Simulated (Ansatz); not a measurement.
# Cobalt, hcp: revPBE0 after revPBE

Aim: see what exact exchange does to the levels, and what it costs. Spin polarisation is left out, though the real metal is magnetic, so these are not its levels. The geometry was relaxed under revPBE beforehand and is kept. Exact exchange is dear, so the k-mesh is coarse, and revPBE is run on the same mesh for comparison.

Program: Ansatz 0.2.0. Level of theory: DFT, plane waves (420 eV) with PBE-made PAW files, scalar-relativistic; functionals as named at each step. These are calculated values, not measurements.

### 1 Starting point

The structure is hexagonal, space group P6_3/mmc (No. 194). Conventional cell: a = 2.473 Å, b = 2.473 Å, c = 3.983 Å, α = 90.00°, β = 90.00°, γ = 120.00°. Co (site symmetry -6m2) is surrounded by 12 Co at 2.45 to 2.47 Å.

Structure file:

```
Co
1.0
     2.47259    0.00000    0.00000
    -1.23629    2.14132    0.00000
     0.00000    0.00000    3.98322
Co
2
Direct
  0.33333 0.66667 0.25000
  0.66667 0.33333 0.75000
```

### 2 revPBE on the coarse mesh

The run with revPBE.

Input file input.yaml:

```yaml
crystal:
  lattice:
    - [2.4725883725, 0.0, 0.0]
    - [-1.2362941862, 2.1413243437, 0.0]
    - [0.0, 0.0, 3.9832237035]
  atoms:
    - { symbol: Co, position: [0.3333333333, 0.6666666667, 0.25] }
    - { symbol: Co, position: [0.6666666667, 0.3333333333, 0.75] }
hamiltonian:
  xc: revpbe
  pseudopotentials:
    kind: paw
    azcp:
      Co: "pseudopotentials/Co.paw.azcp"
basis:
  ecutwfc: 420
  fft_grid_basis: typed
kpoints:
  mp_grid: { grid: [8, 8, 4], shift: [0, 0, 0] }
magnetization:
  spin_polarized: false
scf:
  occupations: { method: fermi_dirac, width: 0.1 }
```

The program printed (excerpt; [...] marks lines left out):

```text
Warning: RAYON_NUM_THREADS=4 ignored (pool sized by the plan → 4); use --threads N
[...]
Pseudopotentials: kind: paw
Pseudopotential: Co, paw, valence charge 17, recommended cutoff 420 eV (normal), <dir>
Functional definition: revPBE
[...]
Crystal: 2 atoms, lattice volume = 21.090 Å³
Basis set: ecut = 420 eV, 391 PW (Γ)
Bands: 21, of which v1, the nominal top of the filled ones, is band 17 counted from 1 (16 counted from 0)
Symmetry: 24 space group operations
Space group: P63/mmc (ITA 194), of the structure as read, at distance tolerance 2.8e-5 Å
k-points: 30 of 256
[...]
SCF iter   1: F=—  HF=-10258.861110 eV  |F-HF|=—  |Δ(HF+E_count)|=         —  Δρ=5.06e-3  dr2=1.50e-3  ethr=1.77e-3  ⟨swp⟩=4.3  Hψ=2316  notcnv=0
[...]
SCF iter   6: F=-10258.862375 eV  HF=-10258.862375 eV  |F-HF|=1.74e-9  |Δ(HF+E_count)|=   3.17e-8  Δρ=7.75e-6  dr2=5.04e-9  ethr=8.61e-11  ⟨swp⟩=1.1  Hψ=1700  notcnv=0
[...]
SCF converged after 6 iterations
Free energy (F): -10258.862375 eV
[...]
E sigma→0 (E₀):  -10258.770634 eV
Entropy (-TS):   -0.183483 eV (-91.741 meV/atom)
Fermi energy:    19.377964 eV
[...]
```

Run time: 0.36 s. Hardware: 4 threads of an x86-64 CPU, shared host; peak memory 0.33 GiB.

### 3 revPBE0 on the coarse mesh

The run with revPBE0.

Edit input.yaml of step 2 so:

```diff
@@ -9,3 +9,3 @@
 hamiltonian:
-  xc: revpbe
+  xc: revpbe0
   pseudopotentials:
```

The program printed (excerpt; [...] marks lines left out):

```text
Warning: RAYON_NUM_THREADS=4 ignored (pool sized by the plan → 4); use --threads N
[...]
[... 2 set-up lines as earlier in the session ...]
Functional definition: revPBE0
[...]
Crystal: 2 atoms, lattice volume = 21.090 Å³
Basis set: ecut = 420 eV, 391 PW (Γ)
Bands: 21, of which v1, the nominal top of the filled ones, is band 17 counted from 1 (16 counted from 0)
[... 2 set-up lines as earlier in the session ...]
k-points: 30 of 256
[...]
SCF iter   1: F=—  HF=-10258.862106 eV  |F-HF|=—  |Δ(HF+E_count)|=         —  Δρ=4.30e-3  dr2=9.00e-4  ethr=1.77e-3  ⟨swp⟩=5.2  Hψ=2589  notcnv=0
[...]
Frozen-core exchange: fock
[...]
hybrid outer 1: dexx = +2.904e-2 eV, tail = 2.31e-2 eV
Frozen-core exchange: fock
[...]
SCF 5 stopped early in 10 iterations: F = -10250.761191 eV  dr2 = 1.99e-7
hybrid outer 4: dexx = +3.131e-3 eV, tail = inf eV, Δε = 1.83e-1 eV (about 1.52e-1 eV left of the loop's levels)
Frozen-core exchange: fock
[...]
SCF iter   2: F=-10250.761194 eV  HF=-10250.761194 eV  |F-HF|=6.07e-9  |Δ(HF+E_count)|=   7.94e-8  Δρ=1.23e-5  dr2=2.97e-8  ethr=9.62e-11  ⟨swp⟩=4.0  Hψ=1923  notcnv=0
[...]
hybrid outer 5: dexx = +1.496e-7 eV, tail = 4.76e-7 eV, Δε = 1.48e-3 eV (about 1.47e-3 eV left of the loop's levels)
hybrid SCF converged: 5 outer / 30 inner (+7 warm-up), last move |dexx| = 1.50e-7 eV, tail = 4.76e-7 eV
Stability not checked: this state was not tested for a lower state beside it, because the functional holds exact exchange (a hybrid, or Hartree-Fock), whose exchange loop this test does not read (fock_operator; see scf.lower_state_search)
Free energy (F): -10250.761194 eV
Frozen-core exchange: fock
[...]
E sigma→0 (E₀):  -10250.741220 eV
Entropy (-TS):   -0.039948 eV (-19.974 meV/atom)
Fermi energy:    18.725560 eV
[...]
--- Band table (eV; the first three rows and the last of 30) ---
[... band rows left out ...]
[...]
```

It took 6.5 s on 4 threads of an x86-64 CPU, shared host; peak memory 0.93 GiB.

### 4 Side by side

| functional | gap on the mesh | Fermi energy (eV) | SCF cycles | exchange loops | CPU time |
| --- | --- | --- | --- | --- | --- |
| revPBE | none (levels filled in part) | 19.378 | 6 | - | 0.71 s |
| revPBE0 | none (levels filled in part) | 18.726 | 37 | 5 | 20 s |

### 5 Outcome

```
                             quantity                         value
                          revPBE: gap  none (levels filled in part)
                         revPBE0: gap  none (levels filled in part)
  revPBE0: SCF cycles, exchange loops                         37, 5
revPBE0: CPU time over that of revPBE                            29
```

Both revPBE and revPBE0 leave levels filled in part. revPBE0 cost 29 times the CPU time of revPBE. The exchange operator of revPBE0 was renewed in 5 outer loops. The cell taken over is 5 % smaller than the measured one (11.07 Å³/atom, COD). Absolute energies differ from functional to functional, by eV per atom at times, and say nothing by themselves.
